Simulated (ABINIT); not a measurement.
Ga in ABINIT: the effect of functional

The system is Ga.

```
Ga
1.0
     1.38300   -4.02650    0.00000
     1.38300    4.02650    0.00000
    -0.11745    0.00000    3.32993
Ga
2
Direct
  0.13100 0.86900 0.75000
  0.86900 0.13100 0.25000
```

This isn't the form of Ga at room conditions, which is orthorhombic.

Alike in all runs:

| Property | Result |
| --- | --- |
| Program | ABINIT 10.8.3 (patched build) |
| Task | band structure |
| Potentials or basis | JTH PAW PBE v2.0 |
| Cutoff | 544 eV |
| k mesh | 10 × 10 × 8 |
| Occupations | fermi-dirac, width 0.05 eV |
| Spin | no spin polarisation |

```csv
functional,pressure (GPa),largest force (eV/Å)
LDA,-3.9,0.18
PBEsol,-1.9,0.20
BLYP,?,?
AM05,-2.2,0.21
```

Question: What does the run with functional BLYP give?

Answer: Pressure 7.2 GPa; largest force 0.16 eV/Å.

Caveats: the PAW data sets were made with another functional, which shifts forces and pressure a little.
